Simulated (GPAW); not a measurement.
# InSe (P6_3/mmc) in GPAW: single point with TB-mBJ

Aim: the single point of InSe with TB-mBJ.

All numbers are computed with GPAW 26.7.0; they aren't measurements. Logs are shortened: lines on timing, memory, paths and dates and some standing lists are left out, and cuts for length are marked. The log counts tension as positive stress, the text compression.

## 1. The structure

It takes space group P6_3/mmc (No. 194, hexagonal). Conventional cell: a = 4.050 Å, b = 4.050 Å, c = 16.930 Å, α = 90.00°, β = 90.00°, γ = 120.00°. In (site symmetry 3m) is surrounded by 3 Se at 2.52 Å. Se (site symmetry 3m) has 3 In at 2.52 Å as nearest neighbours.

## 2. Single point, TB-mBJ

run.py

```python
from ase import Atoms
from ase.dft.bandgap import bandgap
from ase.io import write
from gpaw import GPAW, PW

atoms = Atoms(['In', 'In', 'In', 'In', 'Se', 'Se', 'Se', 'Se'],
              cell=[[4.05, 0.0, 0.0],
                    [-2.025, 3.5074028853, 0.0],
                    [0.0, 0.0, 16.93]],
              scaled_positions=[[0.6666666667, 0.3333333333, 0.843],
                                [0.3333333333, 0.6666666667, 0.343],
                                [0.6666666667, 0.3333333333, 0.657],
                                [0.3333333333, 0.6666666667, 0.157],
                                [0.6666666667, 0.3333333333, 0.398],
                                [0.3333333333, 0.6666666667, 0.898],
                                [0.6666666667, 0.3333333333, 0.102],
                                [0.3333333333, 0.6666666667, 0.602]],
              pbc=True)

calc = GPAW(mode=PW(600),
            xc='TB09',
            kpts={'size': (6, 6, 2), 'gamma': True},
            occupations={'name': 'fermi-dirac', 'width': 0.05},
            nbands=60,
            convergence={'density': 1e-05, 'energy': 1e-05},
            eigensolver='cg',
            maxiter=150,
            txt='gpaw.txt')
atoms.calc = calc
energy = atoms.get_potential_energy()
calc.write('gs.gpw')
write('result.traj', atoms)
print('Fermi level:', round(calc.get_fermi_level(), 4), 'eV')
print(f'Gap: {bandgap(calc)[0]:.4f} eV, direct: {bandgap(calc, direct=True)[0]:.4f} eV')
```

Potentials or basis: GPAW PAW data sets for LDA (gpaw-data 1.2.1), pw.

Launch:

```bash
> OMP_NUM_THREADS=1 python run.py
```

gpaw.txt:

```text
___ ___ ___ _ _ _
 |   |   |_  | | | |
 | | | | | . | | | |
 |__ |  _|___|_____|  26.7.0
 |___|_|

Input parameters:
  convergence: {density: 1e-05,
                energy: 1e-05}
  eigensolver: cg
  kpts: {gamma: True,
         size: (6, 6, 2)}
  maxiter: 150
  mode: {ecut: 600.0,
         name: pw}
  nbands: 60
  occupations: {name: fermi-dirac,
                width: 0.05}
  xc: TB09

System changes: positions, numbers, cell, pbc, initial_charges, initial_magmoms

Initialize ...

species:
  In:
    name:    Indium
    Z:       49.0
    valence: 13
    core:    36
    charge:  0.0  # [|e|]
    compensation charges:
      type: gauss
      rc: 0.36  # [Å]
      lmax: 2
    cutoffs:
      filter: 2.09  # [Å]
      core: 2.48  # [Å]
    projectors
    | kind |    occ | energy [eV] | rcut [Å] |
    |------|--------|-------------|----------|
    |   5s |  2.000 |      -8.474 |    1.185 |
    |   5p |  1.000 |      -2.700 |    1.244 |
    |   4d | 10.000 |     -18.723 |    1.148 |
    |    s |        |      18.738 |    1.185 |
    |    p |        |      24.512 |    1.244 |
    |    d |        |       8.489 |    1.148 |

    Using partial waves for In as LCAO basis

  Se:
    name:    Selenium
    Z:       34.0
    valence: 6
    core:    28
    charge:  0.0  # [|e|]
    compensation charges:
      type: gauss
      rc: 0.27  # [Å]
      lmax: 2
    cutoffs:
      filter: 1.77  # [Å]
      core: 2.67  # [Å]
    projectors
    | kind |    occ | energy [eV] | rcut [Å] |
    |------|--------|-------------|----------|
    |   4s |  2.000 |     -17.472 |    0.847 |
    |   4p |  4.000 |      -6.656 |    1.005 |
    |    s |        |       9.739 |    0.847 |
    |    p |        |      20.555 |    1.005 |
    |    d |        |       0.000 |    0.847 |

    Using partial waves for Se as LCAO basis

Reference energy: -903405.856249  # eV

Spin-paired calculation

Convergence criteria:
 Maximum [total energy] change in last 3 cyles: 1e-05 eV / valence electron
 Maximum integral of absolute [dens]ity change: 1e-05 electrons / valence electron
 Maximum integral of absolute [eigenst]ate change: 4e-08 eV^2 / valence electron
 Maximum number of scf [iter]ations: 150
 (Square brackets indicate name in SCF output, whereas a 'c' in
 the SCF output indicates the quantity has converged.)

Symmetries present (total): 12

  ( 1  1  0)  ( 1  1  0)  ( 1  0  0)  ( 1  0  0)  ( 0  1  0)  ( 0  1  0)
  ( 0 -1  0)  (-1  0  0)  ( 0  1  0)  (-1 -1  0)  ( 1  0  0)  (-1 -1  0)
  ( 0  0  1)  ( 0  0 -1)  ( 0  0  1)  ( 0  0 -1)  ( 0  0 -1)  ( 0  0  1)

  ( 0 -1  0)  ( 0 -1  0)  (-1  0  0)  (-1  0  0)  (-1 -1  0)  (-1 -1  0)
  ( 1  1  0)  (-1  0  0)  ( 1  1  0)  ( 0 -1  0)  ( 1  0  0)  ( 0  1  0)
  ( 0  0 -1)  ( 0  0  1)  ( 0  0  1)  ( 0  0 -1)  ( 0  0  1)  ( 0  0 -1)

72 k-points: 6 x 6 x 2 Monkhorst-Pack grid + [1/12,1/12,1/4]
14 k-points in the irreducible part of the Brillouin zone
       k-points in crystal coordinates                weights
   0:     0.00000000    0.00000000    0.00000000          1/72
   1:     0.00000000    0.00000000    0.50000000          1/72
   2:     0.16666667    0.00000000    0.00000000          6/72
   3:     0.16666667    0.00000000    0.50000000          6/72
   4:     0.33333333   -0.16666667    0.00000000          6/72
   5:     0.33333333   -0.16666667    0.50000000          6/72
   6:     0.33333333    0.00000000    0.00000000          6/72
   7:     0.33333333    0.00000000    0.50000000          6/72
   8:     0.33333333    0.33333333    0.00000000          2/72
   9:     0.33333333    0.33333333    0.50000000          2/72
          ...
  13:     0.50000000    0.50000000    0.50000000          3/72

Wave functions: Plane wave expansion
  Cutoff energy: 600.000 eV
  Number of coefficients (min, max): 7933, 8054
  Pulay-stress correction: 0.000000 eV/Ang^3 (de/decut=0.000000)
  Using FFTW library
  ScaLapack parameters: grid=1x1, blocksize=None
  Wavefunction extrapolation:
    Improved wavefunction reuse through dual PAW basis

Occupation numbers: Fermi-Dirac:
  width: 0.0500  # eV

Eigensolver
   CG(niter=4, rtol=3.0e-01)

Densities:
  Coarse grid: 24*24*96 grid
  Fine grid: 48*48*192 grid
  Total Charge: 0.000000

Density mixing:
  Method: separate
  Backend: msr1
  Linear mixing parameter: 0.05
  old densities: 10
  Width of damping distribution: 1.1
  Damping of long wavelength oscillations: 20

Hamiltonian:
  XC and Coulomb potentials evaluated on a 48*48*192 grid
  Using the TB09 Exchange-Correlation functional
  External potential:
    NoExternalPotential

XC parameters: TB09 with 2 nearest neighbor stencil

Number of atoms: 8
Number of atomic orbitals: 52
Number of bands in calculation: 60
Number of valence electrons: 76
Bands to converge: occupied

... initialized

Initializing position-dependent things.

Density initialized from atomic densities
Creating initial wave functions:
  52 bands from LCAO basis set
  8 bands from random numbers

        Se
            In

            In
        Se

            Se
        In

        In
            Se

Atomic positions and initial magnetic moments

Positions:
   0 In     2.025000    1.169134   14.271990    ( 0.0000,  0.0000,  0.0000)
   1 In    -0.000000    2.338269    5.806990    ( 0.0000,  0.0000,  0.0000)
   2 In     2.025000    1.169134   11.123010    ( 0.0000,  0.0000,  0.0000)
   3 In    -0.000000    2.338269    2.658010    ( 0.0000,  0.0000,  0.0000)
   4 Se     2.025000    1.169134    6.738140    ( 0.0000,  0.0000,  0.0000)
   5 Se    -0.000000    2.338269   15.203140    ( 0.0000,  0.0000,  0.0000)
   6 Se     2.025000    1.169134    1.726860    ( 0.0000,  0.0000,  0.0000)
   7 Se    -0.000000    2.338269   10.191860    ( 0.0000,  0.0000,  0.0000)

Unit cell:
           periodic     x           y           z      points  spacing
  1. axis:    yes    4.050000    0.000000    0.000000    24     0.1461
  2. axis:    yes   -2.025000    3.507403    0.000000    24     0.1461
  3. axis:    yes    0.000000    0.000000   16.930000    96     0.1764

  Lengths:   4.050000   4.050000  16.930000
  Angles:   90.000000  90.000000 120.000000

Effective grid spacing dv^(1/3) = 0.1632

iter:   1 25979.569760
iter:   2 25981.011830   +1.86  -0.91
iter:   3 25987.528186   +0.87  -0.90
iter:   4 25986.537233   -0.04  -1.22
iter:   5 25990.974239   -0.64  -1.14
iter:   6 25995.489860   -1.12  -1.23
iter:   7 26001.655035   -1.38  -1.30
iter:   8 26009.759794   -1.33  -1.43
iter:   9 26017.586093   -1.41  -1.63
iter:  10 26016.163705   -2.19  -1.96
iter:  11 26015.307806   -2.67  -2.44
iter:  12 26015.004922   -3.41  -2.70
iter:  13 26015.156808   -3.72  -2.69
iter:  14 26015.080955   -3.52  -2.89
iter:  15 26015.078110   -3.99  -3.00
iter:  16 26015.114257   -4.23  -3.31
iter:  17 26015.081115   -4.64  -3.47
iter:  18 26015.143433   -5.14  -3.70
iter:  19 26015.162060   -5.73  -3.97
iter:  20 26015.160237   -6.04  -4.04
iter:  21 26015.173362   -6.43  -4.46
iter:  22 26015.176508   -6.78  -4.58
iter:  23 26015.179830   -7.20  -4.76
iter:  24 26015.180841   -7.67c -5.14c
iter:  25 26015.179230   -8.02c -5.12c
iter:  26 26015.179124   -8.57c -5.80c
iter:  27 26015.178955c  -9.23c -5.76c

Converged after 27 iterations.

Dipole moment: (-0.000000, 0.000000, 0.000000) |e|*Ang

Energy contributions relative to reference atoms: (reference = -903405.856249)

Kinetic:       +190.300147
Potential:     -165.189155
External:        +0.000000
XC:            +25991.837100
Entropy (-ST):   -0.000237
Local:           -1.769018
SIC:             +0.000000
--------------------------
Free energy:   +26015.178837
Extrapolated:  +26015.178955

Showing only first 2 kpts
 Kpt  Band  Eigenvalues  Occupancy
  0    36      4.05139    2.00000
  0    37      5.09652    1.98745
  0    38      5.56290    0.02778
  0    39      6.11067    0.00000

  1    36      4.48839    2.00000
  1    37      4.48839    2.00000
  1    38      5.95061    0.00001
  1    39      5.95062    0.00001

Fermi level: 5.34977

Gap: 0.466 eV
Transition (v -> c):
  (s=0, k=0, n=37, [0.00, 0.00, 0.00]) -> (s=0, k=0, n=38, [0.00, 0.00, 0.00])
No difference between direct/indirect transitions
Writing to gs.gpw (mode='')
```

It took 8.7 min on 1 thread of Arm Neoverse V2, shared host; peak memory 0.53 GiB.

Results:

* Band gap on the k mesh: 0.47 eV, direct

Levels at points of the mesh, in eV from the valence-band top:
```
           k point  band 34  band 35  band 36  band 37  band 38  band 39  band 40  band 41  band 42  band 43
(0.00, 0.00, 0.00)    -2.35    -2.29    -2.29    -1.05     0.00     0.47     1.01     1.81     2.14     4.17
(0.00, 0.00, 0.50)    -2.31    -2.31    -2.31    -0.61    -0.61     0.85     0.85     1.97     1.97     4.22
(0.50, 0.50, 0.00)    -3.15    -2.94    -2.60    -1.32    -0.93     1.57     1.66     1.90     1.95     3.51
(0.50, 0.50, 0.50)    -3.36    -2.72    -2.72    -1.13    -1.13     1.75     1.75     1.80     1.80     3.51
```

Caveat: a model potential gives levels but no total energy; spin-orbit coupling is left out, which moves the levels of the heavy elements.
